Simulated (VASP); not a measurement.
# What goes wrong when BaZrO3 is relaxed with a bad input, part 2 of 2

Aim: see how common mistakes in a VASP relaxation show up, on BaZrO3. The starting structure is a measured crystal structure from the Crystallography Open Database. The first relaxation on each setting starts from this cell expanded by 3 % in volume.

VASP 6.6.1.

Results so far: reference 14.72 Å³ an atom; a k mesh far too coarse 18.30 Å³ an atom.

## Step 5: Relaxation with a loose electronic threshold

Level of this step: PBEsol; plane waves and PAW (Ba_sv, Zr_sv, O) (VASP).

A slip made on purpose: a loose electronic threshold. Against step 2 the input has EDIFF = 0.01 (also changed: NELM and NSW).

INCAR

```
SYSTEM = BaZrO3
PREC = Accurate
ENCUT = 520
EDIFF = 0.01
NELM = 60
ISMEAR = 0
SIGMA = 0.03
LREAL = .FALSE.
ALGO = Normal
GGA = PS
NBANDS = 26
LASPH = .TRUE.
LORBIT = 11
LWAVE = .FALSE.
LCHARG = .FALSE.
KPAR = 8
IBRION = 2
NSW = 30
ISIF = 3
EDIFFG = -0.006
```

POSCAR

```
BaZrO3
1.0
    4.2328411149      0.0000000000      0.0000000000
    0.0000000000      4.2328411149      0.0000000000
    0.0000000000      0.0000000000      4.2328411149
Ba Zr O
1 1 3
Direct
    0.0000000000      0.0000000000      0.0000000000
    0.5000000000      0.5000000000      0.5000000000
    0.5000000000      0.5000000000      0.0000000000
    0.5000000000      0.0000000000      0.5000000000
    0.0000000000      0.5000000000      0.5000000000
```

KPOINTS

```
Automatic mesh
0
Gamma
6 6 6
0 0 0
```

Potentials, in the order of the species: Ba_sv, Zr_sv and O (PBE family, release 64).

Command:

```
> mpirun -np 8 vasp_std
```

Log:

```text
[... set-up lines as in an earlier step ...]
 entering main loop
       N       E                     dE             d eps       ncg     rms          rms(c)
[... 8 cycles as in an earlier step ...]
DAV:   9    -0.435919415987E+02    0.33195E-02   -0.52101E-02  1500   0.135E+00
   1 F= -.43591942E+02 E0= -.43591942E+02  d E =-.435919E+02
[... from here on, the cycles between the ionic steps are left out ...]
   2 F= -.43568013E+02 E0= -.43568013E+02  d E =0.239291E-01
   3 F= -.43622235E+02 E0= -.43622235E+02  d E =-.302939E-01
   5 F= -.43606782E+02 E0= -.43606782E+02  d E =-.148402E-01
   7 F= -.43624678E+02 E0= -.43624678E+02  d E =-.327366E-01
   9 F= -.43625992E+02 E0= -.43625992E+02  d E =-.148210E-02
  11 F= -.43616276E+02 E0= -.43616276E+02  d E =0.823369E-02
  13 F= -.43619820E+02 E0= -.43619820E+02  d E =0.468961E-02
  15 F= -.43623468E+02 E0= -.43623468E+02  d E =-.364804E-02
  17 F= -.43620677E+02 E0= -.43620677E+02  d E =-.857295E-03
  19 F= -.43618859E+02 E0= -.43618859E+02  d E =0.961563E-03
  21 F= -.43625030E+02 E0= -.43625030E+02  d E =-.413765E-02
  23 F= -.43562291E+02 E0= -.43562291E+02  d E =0.586011E-01
  25 F= -.43621572E+02 E0= -.43621572E+02  d E =-.679969E-03
  27 F= -.43625177E+02 E0= -.43625177E+02  d E =-.307721E-02
  29 F= -.43624164E+02 E0= -.43624164E+02  d E =-.206435E-02
  30 F= -.43626535E+02 E0= -.43626535E+02  d E =-.443571E-02
[...]
opt :   0.2911  next Energy=   -43.625719 (dE=-0.362E-02)
```

Wall time 72 s (8 MPI ranks of Intel Xeon Platinum 8375C at 2.90GHz (Ice Lake), shared host); peak memory 1.9 GiB.

OUTCAR, selected parts (step 5):

```text
  Total       -0.9511686     -0.9511686     -0.9511686      0.0000000     -0.0000000      0.0000000
  in kB      -20.6895870    -20.6895870    -20.6895870      0.0000000     -0.0000000      0.0000000
  external PRESSURE =     -20.6895870 kB  Pullay stress =       0.0000000 kB

 POSITION                                       TOTAL-FORCE (eV/Angst)
 -----------------------------------------------------------------------------------
      0.00000      0.00000      0.00000        -0.000000     -0.000000     -0.000000
      2.09592      2.09592      2.09592         0.000000     -0.000000     -0.000000
      2.09592      2.09592      0.00000        -0.000000     -0.000000     -0.000000
      2.09592     -0.00000      2.09592        -0.000000      0.000000     -0.000000
     -0.00000      2.09592      2.09592         0.000000     -0.000000      0.000000
 -----------------------------------------------------------------------------------
    total drift:                                0.000000     -0.000000     -0.000000

  FREE ENERGIE OF THE ION-ELECTRON SYSTEM (eV)
  ---------------------------------------------------
  free  energy   TOTEN  =       -43.6265351858 eV

  energy  without entropy=      -43.6265351858  energy(sigma->0) =      -43.62653519

[... 1 part as in an earlier step ...]

[... 2 further parts left out ...]
[key lines of the parts left out:]
E-fermi :   3.8825
```

Logs of long relaxations may skip ionic steps without a mark.

The relaxation used up its 30 ionic steps (NSW) before forces and stress met EDIFFG.

## Step 6: Relaxation with low precision and a small cutoff

A slip made on purpose: low precision and a small cutoff. Against step 2 the input has PREC = Low and ENCUT = 320 (also changed: NELM).

INCAR: that of step 5 with these lines changed.

```diff
@@ -1,5 +1,5 @@
 SYSTEM = BaZrO3
-PREC = Accurate
-ENCUT = 520
-EDIFF = 0.01
+PREC = Low
+ENCUT = 320
+EDIFF = 1E-06
 NELM = 60
@@ -17,3 +17,3 @@
 IBRION = 2
-NSW = 30
+NSW = 50
 ISIF = 3
```

POSCAR is that of step 5.

KPOINTS is that of step 5.

Command:

```
> mpirun -np 8 vasp_std
```

Log:

```text
[... set-up lines as in an earlier step ...]
 entering main loop
       N       E                     dE             d eps       ncg     rms          rms(c)
DAV:   1     0.228308684512E+03    0.22831E+03   -0.16936E+04  1048   0.103E+03
DAV:   2    -0.344183135371E+02   -0.26273E+03   -0.25620E+03  1322   0.299E+02
DAV:   3    -0.498030057479E+02   -0.15385E+02   -0.15348E+02  1692   0.684E+01
DAV:   4    -0.501590876997E+02   -0.35608E+00   -0.35566E+00  1418   0.834E+00
[...]
DAV:  12    -0.438854909255E+02   -0.29779E-04   -0.13103E-04  1340   0.783E-02    0.351E-02
DAV:  13    -0.438854860489E+02    0.48766E-05   -0.16857E-05  1420   0.292E-02    0.379E-03
DAV:  14    -0.438854859957E+02    0.53170E-07   -0.15270E-06   896   0.780E-03
   1 F= -.43885486E+02 E0= -.43885486E+02  d E =-.438855E+02
[...]
2 F= -.39854625E+02 E0= -.39854625E+02  d E =0.403086E+01
[...]
3 F= -.44547944E+02 E0= -.44547944E+02  d E =-.662458E+00
[...]
4 F= -.44553746E+02 E0= -.44553746E+02  d E =-.668260E+00
[...]
5 F= -.44553964E+02 E0= -.44553964E+02  d E =-.668478E+00
[...]
reached required accuracy - stopping structural energy minimisation
```

The job ended after 17 s (8 MPI ranks; peak memory 1 GiB; 2.1 min of CPU time).

Parts of OUTCAR (step 6):

```text
  Total        0.0259690      0.0259690      0.0259690      0.0000000      0.0000000      0.0000000
  in kB        0.6113916      0.6113916      0.6113916      0.0000000      0.0000000      0.0000000
  external PRESSURE =       0.6113916 kB  Pullay stress =       0.0000000 kB

 POSITION                                       TOTAL-FORCE (eV/Angst)
 -----------------------------------------------------------------------------------
      0.00000      0.00000      0.00000        -0.000000     -0.000000      0.000000
      2.04136      2.04136      2.04136         0.000000      0.000000      0.000000
      2.04136      2.04136     -0.00000        -0.000000     -0.000000      0.000000
      2.04136      0.00000      2.04136         0.000000      0.000000      0.000000
      0.00000      2.04136      2.04136         0.000000      0.000000      0.000000
 -----------------------------------------------------------------------------------
    total drift:                                0.000000      0.000000     -0.000000

  FREE ENERGIE OF THE ION-ELECTRON SYSTEM (eV)
  ---------------------------------------------------
  free  energy   TOTEN  =       -44.5539641808 eV

  energy  without entropy=      -44.5539641808  energy(sigma->0) =      -44.55396418

[... 2 parts as in an earlier step ...]

[... 2 further parts left out ...]
[key lines of the parts left out:]
E-fermi :   4.3501
```

With low precision and a small cutoff the cell ends at 13.611 Å³ an atom, -7.54 % from the reference.

## Step 7: All runs side by side

```
                             run          ended  volume (Å³/atom)  change (%)  pressure left (GPa)  core minutes
                       reference      converged             14.72           -                -0.03          3.23
         a k mesh far too coarse      converged            18.296       24.29                 0.04          1.92
             too few ionic steps  not converged                 -           -                    -          1.73
    a loose electronic threshold  not converged                 -           -                    -           9.6
low precision and a small cutoff      converged            13.611       -7.54                 0.06          2.24
```

Core minutes are wall time times ranks, summed over the relaxations behind a row (those for a bulk modulus apart), on shared hosts.

## Step 8: Summary of results

| Item | Value |
| --- | --- |
| volume of the reference | 14.72 Å³/atom |
| volume against the reference, a k mesh far too coarse | +24.29 % |
| volume against the reference, low precision and a small cutoff | -7.54 % |
| run with too few ionic steps | not converged |
| run with a loose electronic threshold | not converged |

What this shows: The runs with too few ionic steps and a loose electronic threshold didn't converge. Finished, but with signs in the output that stand out against the reference: a k mesh far too coarse, with the volume changed by +24.3 % (signs: warnings that the electronic loop ran out of cycles, 29.7 GPa at the first ionic step (of the first relaxations, not shown; reference: -4.6 GPa) and a large entropy term in the energy); low precision and a small cutoff, with the volume changed by -7.5 % (signs: -25.7 GPa at the first ionic step (of the first relaxations, not shown; reference: -4.6 GPa) and an energy that rises by up to 0.8 eV an atom on the way). The reference was restarted once and the runs with a slip weren't, so their cells may not have settled fully. Further runs on this material are not shown.

[Lines on the potential files, build, host, timing and source positions are cut from VASP's logs without a mark.]

[Logs are printed without paths, hosts, clocks, repeated set-up lines and the standing remarks that a program may print on its own settings, such as how far it seeks lower states.]

[Hosts, paths, dates, database ids (printed as entryN), source tags and the programs' standing remarks are cut or masked in the printed files.]
